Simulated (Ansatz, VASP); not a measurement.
# Cross-check of ZnSe (Stilleite) between VASP and Ansatz

Wanted: the spread between two codes on one cell, functional and k mesh.

Method: plane waves, with VASP 6.6.1 beside it; band structure at PBE-EpsX with an exact-exchange share of 0.129 and band structure at HSEsol, in Ansatz 0.2.0.

### 1. The starting structure

It takes space group F-43m (No. 216, cubic). The conventional cell has a = 5.668 Å, b = 5.668 Å, c = 5.668 Å, α = 90.00°, β = 90.00°, γ = 90.00°. Zn has 4 Se at 2.45 Å nearest. Nearest to Se lie 4 Zn at 2.45 Å. Farther neighbours and most contacts between anions are not listed.

Coordinates:

```cif
data_structure
_symmetry_space_group_name_H-M 'P 1'
_symmetry_Int_Tables_number 1
_cell_length_a 4.0076
_cell_length_b 4.0076
_cell_length_c 4.0076
_cell_angle_alpha 60.000
_cell_angle_beta 60.000
_cell_angle_gamma 60.000
_cell_volume 45.51
loop_
_atom_site_label
_atom_site_type_symbol
_atom_site_fract_x
_atom_site_fract_y
_atom_site_fract_z
_atom_site_occupancy
Zn1 Zn 0.00000 0.00000 0.00000 1
Se2 Se 0.25000 0.25000 0.25000 1
```

### 2. VASP: band structure, PBE-EpsX with an exact-exchange share of 0.129

Levels along a path test the potential and the projectors away from the mesh points.

Lines of VASP's logs that name or quote its potential files are left out, and so is its time.

The run reads the wave functions of an earlier VASP run, which isn't shown here.

INCAR reads:

```
SYSTEM = ZnSe
PREC = Accurate
ENCUT = 400
EDIFF = 1E-06
NELM = 100
ISMEAR = 0
SIGMA = 0.02
LREAL = .FALSE.
ALGO = Normal
LHFCALC = .TRUE.
AEXX = 0.129
GGA = PE
LASPH = .TRUE.
NBANDS = 15
PRECFOCK = Fast
HFRCUT = -1
LORBIT = 11
LWAVE = .FALSE.
LCHARG = .FALSE.
KPAR = 4
```

POSCAR reads:

```
ZnSe
1.0
    0.0000000000      2.8338000000      2.8338000000
    2.8338000000      0.0000000000      2.8338000000
    2.8338000000      2.8338000000      0.0000000000
Zn Se
1 1
Direct
    0.0000000000      0.0000000000      0.0000000000
    0.2500000000      0.2500000000      0.2500000000
```

KPOINTS reads:

```
Automatic mesh
0
Gamma
4 4 4
0 0 0
```

KPOINTS_OPT reads:

```
Line mode
6
Line-mode
Reciprocal
  0.00000000   0.00000000   0.00000000 GAMMA
  0.50000000   0.00000000   0.50000000 X

  0.50000000   0.00000000   0.50000000 X
  0.50000000   0.25000000   0.75000000 W

  0.50000000   0.25000000   0.75000000 W
  0.37500000   0.37500000   0.75000000 K

  0.37500000   0.37500000   0.75000000 K
  0.00000000   0.00000000   0.00000000 GAMMA

  0.00000000   0.00000000   0.00000000 GAMMA
  0.50000000   0.50000000   0.50000000 L

  0.50000000   0.50000000   0.50000000 L
  0.62500000   0.25000000   0.62500000 U

  0.62500000   0.25000000   0.62500000 U
  0.50000000   0.25000000   0.75000000 W

  0.50000000   0.25000000   0.75000000 W
  0.50000000   0.50000000   0.50000000 L

  0.50000000   0.50000000   0.50000000 L
  0.37500000   0.37500000   0.75000000 K

  0.62500000   0.25000000   0.62500000 U
  0.50000000   0.00000000   0.50000000 X
```

The projector-augmented-wave data sets are Zn and Se (PBE family, release 64).

Launch:

```sh
$ mpirun -np 4 vasp_std
```

Numbers of over 12 decimals in the logs are rounded to 6 here.

The log of the run:

```text
[banner, memory and clock lines left out]
running    4 mpi-ranks, on    1 nodes
 distrk:  each k-point on    1 cores,    4 groups
 distr:  one band on    1 cores,    1 groups

 POSCAR found type information on POSCAR ZnSe
 POSCAR found :  2 types and       2 ions
 LDA part: xc-table for (Slater+PW92), standard interpolation
 found WAVECAR, reading the header
 POSCAR, INCAR and KPOINTS ok, starting setup
 FFT: planning ... GRIDC
 FFT: planning ... GRID_SOFT
 FFT: planning ... GRID
 HFRCUT set to (new)   8.859509
 reading WAVECAR
 the WAVECAR file was read successfully
 initial charge from wavefunction
 entering main loop
       N       E                     dE             d eps       ncg     rms          rms(c)
DAV:   1    -0.694440810285E+01   -0.69444E+01   -0.17885E-01   337   0.119E+01    0.106E+00
DAV:   2    -0.693830956473E+01    0.60985E-02   -0.50695E-02   282   0.483E+00    0.486E-01
DAV:   3    -0.693863579240E+01   -0.32623E-03   -0.38221E-03   303   0.740E-01    0.305E-01
DAV:   4    -0.693855156914E+01    0.84223E-04   -0.20938E-04   261   0.247E-01    0.181E-01
DAV:   5    -0.693852953556E+01    0.22034E-04   -0.33545E-05   276   0.475E-02    0.103E-01
DAV:   6    -0.693852236254E+01    0.71730E-05   -0.59696E-06   254   0.317E-02    0.594E-02
DAV:   7    -0.693851958866E+01    0.27739E-05   -0.78826E-07   155   0.881E-03    0.336E-02
DAV:   8    -0.693851855534E+01    0.10333E-05   -0.39775E-07   141   0.574E-03    0.186E-02
DAV:   9    -0.693851815464E+01    0.40070E-06   -0.13707E-07   141   0.358E-03
   1 F= -.69385182E+01 E0= -.69385182E+01  d E =-.287659E-32
 Start KPOINTS_OPT (optional k-point list driver)
k-point batch [1-8\60]
       N       E                     dE             ncg
DAV:   1     0.326813225305E+02   -0.28727E+04      240
DAV:   2    -0.681594058871E+03   -0.71428E+03      268
DAV:   3    -0.726052139628E+03   -0.44458E+02      282
DAV:   4    -0.726561312284E+03   -0.50917E+00      324
DAV:   5    -0.726563930670E+03   -0.26184E-02      324
DAV:   6    -0.726563949373E+03   -0.18703E-04      331
DAV:   7    -0.726563949561E+03   -0.18851E-06      260
[...]
k-point batch [57-60\60]
       N       E                     dE             ncg
DAV:   1     0.207551019474E+04   -0.24436E+04      120
DAV:   2     0.172307127038E+04   -0.35244E+03      141
DAV:   3     0.170234374600E+04   -0.20728E+02      148
DAV:   4     0.170211839093E+04   -0.22536E+00      176
DAV:   5     0.170211721855E+04   -0.11724E-02      169
DAV:   6     0.170211721044E+04   -0.81119E-05      169
DAV:   7     0.170211721037E+04   -0.74201E-07      137
```

OUTCAR, selected parts (step 2):

```text
ion  position               nearest neighbor table
   1  0.000  0.000  0.000-   2 2.45   2 2.45   2 2.45   2 2.45
   2  0.250  0.250  0.250-   1 2.45   1 2.45   1 2.45   1 2.45

  LATTYP: Found a face centered cubic cell.
 ALAT       =     5.6676000000

 Subroutine GETGRP returns: Found 24 space group operations
 (whereof 24 operations were pure point group operations)

The static configuration has the point symmetry T_d .

 Found      8 irreducible k-points:

   k-points           NKPTS =      8   k-points in BZ     NKDIM =     64   number of bands    NBANDS=     15

   dimension x,y,z NGX =    28 NGY =   28 NGZ =   28
   dimension x,y,z NGXF=    56 NGYF=   56 NGZF=   56

   ENCUT  =  400.0 eV  29.40 Ry    5.42 a.u.   6.54  6.54  6.54*2*pi/ulx,y,z

   NELECT =      18.0000    total number of electrons

 k-points in reciprocal lattice and weights: Automatic mesh
   0.00000000  0.00000000  0.00000000       0.016
   0.25000000  0.00000000  0.00000000       0.125
   0.50000000  0.00000000  0.00000000       0.062
   0.25000000  0.25000000  0.00000000       0.094
   0.50000000  0.25000000  0.00000000       0.375
  -0.25000000  0.25000000  0.00000000       0.188
   0.50000000  0.50000000  0.00000000       0.047
  -0.25000000  0.50000000  0.25000000       0.094

  exchange ACFDT corr.  =         0.00000000  see jH, gK, PRB 81, 115126

 average (electrostatic) potential at core
       1 -33.0114       2 -53.7760

 E-fermi :   1.2796

 k-point     1 :       0.0000    0.0000    0.0000
  band No.  band energies     occupation
    ...
      5      -5.9659      2.00000
      6      -5.9659      2.00000
      7       1.1154      2.00000
      8       1.1154      2.00000
      9       1.1154      2.00000
     10       3.3230      0.00000
     11       7.8622      0.00000
     12       7.8622      0.00000
     13       7.8622      0.00000
     14      12.1013      0.00000
    ...

 k-point     2 :       0.2500    0.0000    0.0000
  band No.  band energies     occupation
    ...
      5      -5.9659      2.00000
      6      -5.9659      2.00000
      7      -2.0575      2.00000
      8       0.6219      2.00000
      9       0.6219      2.00000
     10       4.7929      0.00000
     11       8.5103      0.00000
     12       8.5103      0.00000
     13       8.6512      0.00000
     14      12.5338      0.00000
    ...

 k-point     3 :       0.5000    0.0000    0.0000
  band No.  band energies     occupation
    ...
      5      -5.9496      2.00000
      6      -5.7945      2.00000
      7      -4.3200      2.00000
      8       0.2128      2.00000
      9       0.2129      2.00000
     10       4.5739      0.00000
     11       8.4314      0.00000
     12       8.4314      0.00000
     13      10.6627      0.00000
     14      13.1592      0.00000
    ...

  energy-cutoff  :      400.00
  volume of cell :       45.51
      direct lattice vectors                 reciprocal lattice vectors
     0.000000000  2.833800000  2.833800000    -0.176441527  0.176441527  0.176441527
     2.833800000  0.000000000  2.833800000     0.176441527 -0.176441527  0.176441527
     2.833800000  2.833800000  0.000000000     0.176441527  0.176441527 -0.176441527

 POSITION                                       TOTAL-FORCE (eV/Angst)
 -----------------------------------------------------------------------------------
      0.00000      0.00000      0.00000         0.000000      0.000000      0.000000
      1.41690      1.41690      1.41690        -0.000000     -0.000000     -0.000000
 -----------------------------------------------------------------------------------
    total drift:                                0.000118      0.000106      0.000049

  FREE ENERGIE OF THE ION-ELECTRON SYSTEM (eV)
  ---------------------------------------------------
  free  energy   TOTEN  =        -6.9385181546 eV

  energy  without entropy=       -6.9385181546  energy(sigma->0) =       -6.93851815

 total charge
# of ion       s       p       d       tot
------------------------------------------
    1        0.508   0.446   9.806  10.760
    2        1.434   2.478   0.028   3.939
--------------------------------------------------
tot          1.941   2.923   9.834  14.699

[... 3 further parts left out ...]
```

The k-mesh is coarse for unscreened exact exchange, which converges slowly with it. Spin-orbit coupling is off here; it would split degenerate levels, and it lifts a valence top of Se p states by about 0.1 eV.

### 3. Ansatz: band structure, PBE-EpsX with an exact-exchange share of 0.129

Ansatz runs on its default PAW (the set named soft_2) files.

The same cell, functional, mesh and smearing now go to Ansatz, which takes its cutoff from its data sets.

input.yaml reads:

```yaml
crystal:
  lattice:
    - [0.0, 2.8338, 2.8338]
    - [2.8338, 0.0, 2.8338]
    - [2.8338, 2.8338, 0.0]
  atoms:
    - { symbol: Zn, position: [0.0, 0.0, 0.0] }
    - { symbol: Se, position: [0.25, 0.25, 0.25] }
hamiltonian:
  xc: { exchange: pbe, correlation: pbe, exx: { coeff: 0.129 } }
  pseudopotentials: { kind: paw }
kpoints:
  mp_grid: { grid: [4, 4, 4] }
  band_path:
    path:
      - [0.0, 0.0, 0.0]
      - [0.5, 0.0, 0.5]
      - [0.5, 0.2, 0.7]
      - [0.4, 0.35, 0.75]
      - [0.15, 0.15, 0.3]
      - [0.2, 0.2, 0.2]
      - [0.55, 0.4, 0.55]
      - [0.6, 0.25, 0.65]
      - [0.5, 0.25, 0.75]
      - [0.5, 0.5, 0.5]
      - [0.375, 0.375, 0.75]
      - [0.5, 0.0, 0.5]
    npoints: 1
scf:
  occupations: { method: gaussian, width: 0.02 }
  n_extra_bands: 7
output:
  forces: true
  stress: true
  eigenvalues: true
```

Launch:

```sh
$ ansatz run input.yaml --threads 4 --pin off --max-ram 9216MiB --backend cpu --events-out ev --progress --plain --runs-dir out
```

The log of the run:

```text
Warning: output.stress: scf.convergence.dr2_threshold = 1e-7 eV (the SCF's general default) is looser than the 2e-10 eV advised for a printed stress (1e-10 eV for each atom of the cell: 2). What an SCF threshold leaves in a stress goes as its square root, and in the free energy as the threshold itself, and one threshold admits the most on a small cell: [figures from the program's tests cut] Set scf.convergence.dr2_threshold to 2e-10 eV or tighter. The threshold is an SCF's pass mark: one that does not reach it within its budget of iterations ends unconverged, or closes short of it on a stop that the run arms, and scf.convergence.dr2_threshold's page says what that costs each kind of run
Warning: output.stress: scf.exx.energy_threshold = 1e-6 eV is looser than the 2e-8 eV advised for a stress under a hybrid functional (1e-8 eV for each atom of the cell: 2). Every SCF of the exchange loop can meet its threshold on dr2 while the loop round them stops early: no threshold on dr2 bounds what that leaves in the stress. Set scf.exx.energy_threshold to 2e-8 eV or tighter. The threshold is the loop's pass mark: a loop that does not reach it within its budget of cycles ends unconverged, and scf.exx.energy_threshold's page has the law
scf.n_extra_bands = 7 over 14 filled bands (N_el = 28.0): the run solves 21 bands
Engine: ansatz 0.2.0, aarch64-unknown-linux-gnu
Pseudopotentials: kind: paw
Pseudopotential: Zn, paw, valence charge 12, recommended cutoff 420 eV (normal), Zn.paw.azcp
Pseudopotential: Se, paw, valence charge 16, recommended cutoff 420 eV (normal), Se.paw.azcp
Functional definition: unnamed
  parameter a_1 = 0.129
  exchange = (1 - a_1)*pbe_x + a_1*exact_x
  correlation = pbe_c
Crystal: 2 atoms, lattice volume = 45.513 Å³
Basis set: ecut = 420 eV, 893 PW (Γ), exchange–correlation on 54×54×54 points (8 copies of the dense FFT grid, shifted against one another)
Bands: 21, of which v1, the nominal top of the filled ones, is band 14 counted from 1 (13 counted from 0)
Symmetry: 24 space group operations
Space group: F-43m (ITA 216), of the structure as read, at distance tolerance 3.6e-5 Å
k-points: 8 of 64 (time reversal used)
Non-local potential: Zn, projectors of the file, l = 0: 2, l = 1: 2, l = 2: 3, l = 3: 1
Non-local potential: Se, projectors of the file, l = 0: 2, l = 1: 2, l = 2: 3, l = 3: 1
PAW form: soft (Blöchl's): semilocal exchange-correlation on the pseudo side does not see the compensation charge
PAW frozen core: Zn, regenerated for the run's functional, and the local potential with it (the file was generated under x = pbe(κ = 0.804, μ = 0.219515), c = pbe(β = 0.066725))
PAW frozen core: Se, regenerated for the run's functional, and the local potential with it (the file was generated under x = pbe(κ = 0.804, μ = 0.219515), c = pbe(β = 0.066725))
PAW one-centre angular grid: Zn, 590 points (default); XC on 64 Gauss nodes
PAW one-centre angular grid: Se, 590 points (default); XC on 64 Gauss nodes
Initial density: superposition of atomic densities (neutral atoms: chi_scale 0, normalization atom), corrected by the library's trained network
Initial wavefunctions: pseudopotential atomic-orbital guess
Functional: x = pbe(κ = 0.804, μ = 0.219515), c = pbe(β = 0.066725), warm-up for x = 0.871 pbe(κ = 0.804, μ = 0.219515) + 0.129 exact, c = pbe(β = 0.066725)
SCF iter   1: F=—  HF=-8789.460305 eV  |F-HF|=—  |Δ(HF+E_count)|=         —  Δρ=1.14e-3  dr2=3.36e-4  ethr=1.77e-3  ⟨swp⟩=11.5  Hψ=833  notcnv=0
preconditioner: auto → none  [insulator: Δε(μ)=1.284 eV  Ē_g=14.500 eV  σ=0.020 eV  W_gap=1.00  n_scr=14 (ndim 8)  ℏωp=23.4 eV  f_vac=0.121  D(μ)=0.00/eV (n_scr^D=0)]
SCF iter   2: F=-8789.460200 eV  HF=-8789.460308 eV  |F-HF|=1.08e-4  |Δ(HF+E_count)|=   3.29e-6  Δρ=5.08e-4  dr2=8.85e-5  ethr=1.20e-6  ⟨swp⟩=5.0  Hψ=577  notcnv=0  defer=2
SCF 1 stopped early in 2 iterations: F = -8789.460200 eV  dr2 = 8.85e-5
  greatest PAW one-centre occupation: 1.000 electrons in one spin orbital (limit 2), on the Se atom at site 1 (counted from 0), in its partial waves of l = 2
Initial density: handed on by an earlier stage of this run
Initial wavefunctions: those handed on with the density
Functional: x = 0.871 pbe(κ = 0.804, μ = 0.219515) + 0.129 exact, c = pbe(β = 0.066725)
Frozen-core exchange: fock
SCF iter   1: F=—  HF=-8790.300919 eV  |F-HF|=—  |Δ(HF+E_count)|=         —  Δρ=1.04e-2  dr2=2.52e-2  ethr=3.16e-6  ⟨swp⟩=5.9  Hψ=727  notcnv=0
preconditioner: auto → none  [insulator: Δε(μ)=2.193 eV  Ē_g=16.228 eV  σ=0.020 eV  W_gap=1.00  n_scr=14 (ndim 8)  ℏωp=23.4 eV  f_vac=0.122  D(μ)=0.00/eV (n_scr^D=0)]
SCF iter   2: F=—  HF=-8790.294470 eV  |F-HF|=—  |Δ(HF+E_count)|=   6.45e-3  Δρ=1.77e-3  dr2=1.70e-3  ethr=3.16e-6  ⟨swp⟩=4.1  Hψ=571  notcnv=0
SCF iter   3: F=—  HF=-8790.294833 eV  |F-HF|=—  |Δ(HF+E_count)|=   3.62e-4  Δρ=2.32e-3  dr2=1.06e-3  ethr=3.16e-6  ⟨swp⟩=4.1  Hψ=469  notcnv=0
SCF iter   4: F=—  HF=-8790.294760 eV  |F-HF|=—  |Δ(HF+E_count)|=   7.29e-5  Δρ=1.04e-3  dr2=2.70e-4  ethr=3.16e-6  ⟨swp⟩=2.0  Hψ=280  notcnv=0
iter 5 solved again at ethr=5.81e-8 eV; its pass at ethr=7.14e-7 eV (dr2=1.63e-5 eV) is discarded
SCF iter   5: F=—  HF=-8790.294768 eV  |F-HF|=—  |Δ(HF+E_count)|=   7.89e-6  Δρ=2.50e-4  dr2=2.45e-5  ethr=5.81e-8  ⟨swp⟩=2.0  Hψ=602  notcnv=0
SCF iter   6: F=—  HF=-8790.294925 eV  |F-HF|=—  |Δ(HF+E_count)|=   1.57e-4  Δρ=1.78e-4  dr2=7.42e-6  ethr=5.81e-8  ⟨swp⟩=4.2  Hψ=397  notcnv=0  defer=1
SCF iter   7: F=-8790.294919 eV  HF=-8790.294919 eV  |F-HF|=1.26e-7  |Δ(HF+E_count)|=   5.59e-6  Δρ=2.63e-5  dr2=2.41e-7  ethr=2.61e-8  ⟨swp⟩=4.0  Hψ=367  notcnv=0
SCF 2 stopped early in 7 iterations: F = -8790.294919 eV  dr2 = 2.41e-7
hybrid outer 1: dexx = +2.236e-3 eV, tail = 6.76e-6 eV
Frozen-core exchange: fock
SCF iter   1: F=—  HF=-8790.294879 eV  |F-HF|=—  |Δ(HF+E_count)|=         —  Δρ=2.47e-5  dr2=2.24e-7  ethr=1.21e-7  ⟨swp⟩=6.1  Hψ=423  notcnv=0
preconditioner: auto → none  [insulator: Δε(μ)=2.202 eV  Ē_g=16.097 eV  σ=0.020 eV  W_gap=1.00  n_scr=14 (ndim 8)  ℏωp=23.4 eV  f_vac=0.123  D(μ)=0.00/eV (n_scr^D=0)]
SCF iter   2: F=—  HF=-8790.294879 eV  |F-HF|=—  |Δ(HF+E_count)|=   1.96e-9  Δρ=1.39e-5  dr2=4.41e-8  ethr=7.48e-10  ⟨swp⟩=4.0  Hψ=415  notcnv=0
SCF iter   3: F=-8790.294879 eV  HF=-8790.294879 eV  |F-HF|=3.46e-10  |Δ(HF+E_count)|=   1.91e-9  Δρ=2.34e-6  dr2=7.13e-9  ethr=1.06e-10  ⟨swp⟩=3.1  Hψ=329  notcnv=0
SCF 3 converged in 3 iterations: F = -8790.294879 eV  dr2 = 7.13e-9
  Residual-converged pass: ⟨swp⟩=2.9  Hψ=348  notcnv=0  max |occ|·‖R‖ = 2.4e-6 eV (tolerance 2.4e-6 eV)  dr2=7.10e-9  dr2_onsite=3.08e-10  max |Δocc| = 0.0e0
hybrid outer 2: dexx = +4.959e-8 eV, tail = 1.56e-8 eV, Δε = 7.78e-4 eV (about 6.16e-5 eV left of the loop's levels)
NSCF: frozen V_eff on 12 k-points
hybrid SCF converged: 2 outer / 10 inner (+2 warm-up), last move |dexx| = 4.96e-8 eV, tail = 1.56e-8 eV
Stability not checked: this state was not tested for a lower state beside it, because the functional holds exact exchange (a hybrid, or Hartree-Fock), whose exchange loop this test does not read (fock_operator; see scf.lower_state_search)
Free energy (F): -8790.294879 eV
Frozen-core exchange: fock
Harris-Foulkes:  -8790.294879 eV  (|F-HF|=3.46e-10)
Internal energy: -8790.294879 eV  (E = F + TS)
E sigma→0 (E₀):  -8790.294879 eV
Fermi energy:    7.385809 eV
--- Per-component energies (eV) ---
  E_band       = -424.305517
  E_kinetic    = 249.853455
  E_local      = -4397.271369  (includes V_loc(G=0)·N_el)
  E_nonlocal   = 20.702495
  E_hartree    = 2040.462733
  E_xc         = -212.364716
  E_vxc        = -132.342865  (∫ρ·V_xc dr)
  E_exx        = -62.743468  (= α·E_x^exact, valence–valence)
  E_paw        = -3707.730536  (= ΣΔE_a)
  E_vpaw       = -120.685685  (= ΣTr[D̂ρ^β])
  E_aug_tail   = -0.000892  (compensation charges beyond the density's cutoff)
  E_ewald      = -2720.942845
  E_core_change = -0.259738  (= ΣΔE_core)
  E_smearing   = -0.000000  (= −TS)
  E_closure    = 0.000002  (closes the sum)
  Σ components = -8790.294879   (vs F -8790.294879, Δ=0.00e0)
--- Forces (eV/Å), atoms counted from 1 ---
  atom   1  Zn     0.00000000     0.00000000    -0.00000000
  atom   2  Se    -0.00000000    -0.00000000     0.00000000
  max |Σ_I F_I| component: 2.04e-16 eV/Å
--- Stress (GPa, compression-positive) ---
        1.799381       0.000000      -0.000000
        0.000000       1.799381       0.000000
       -0.000000       0.000000       1.799381
  P = ⅓ Tr σ = 1.7994 GPa (17.994 kbar)
--- Band table (eV; the first three rows and the last of 8) ---
  k-point 0: bands = [... 10 lower, -0.8333, 6.2846, 6.2846, 6.2846, 8.4868, 13.0368, 13.0368, 13.0368, ... 3 higher]
  k-point 1: bands = [... 10 lower, -0.8337, 3.1095, 5.7926, 5.7926, 9.9592, 13.6867, 13.6867, 13.8191, ... 3 higher]
  k-point 2: bands = [... 10 lower, -0.6619, 0.8508, 5.3839, 5.3839, 9.7418, 13.6043, 13.6043, 15.8167, ... 3 higher]
  k-point 7: bands = [... 10 lower, -0.5132, 1.4303, 3.3705, 3.5404, 12.6128, 12.8962, 14.2517, 14.9030, ... 3 higher]
```

Elapsed: 20 s, on 4 threads of Arm Neoverse V1, shared host; peak memory 0.72 GiB.

In the SCF lines HF is the Harris–Foulkes energy and dr2 the Hartree energy of the density residual, in eV; the loop may stop once dr2 is under the threshold and the program's other checks hold. Hψ counts applications of the Hamiltonian.

[end of part 1 of 2]

[Lines on the potential files, build, host, timing and source positions are cut from VASP's logs without a mark.]

[Logs are printed without paths, hosts, clocks, repeated set-up lines and the standing remarks that a program may print on its own settings, such as how far it seeks lower states.]

[Hosts, paths, dates, database ids (printed as entryN), source tags and the programs' standing remarks are cut or masked in the printed files.]
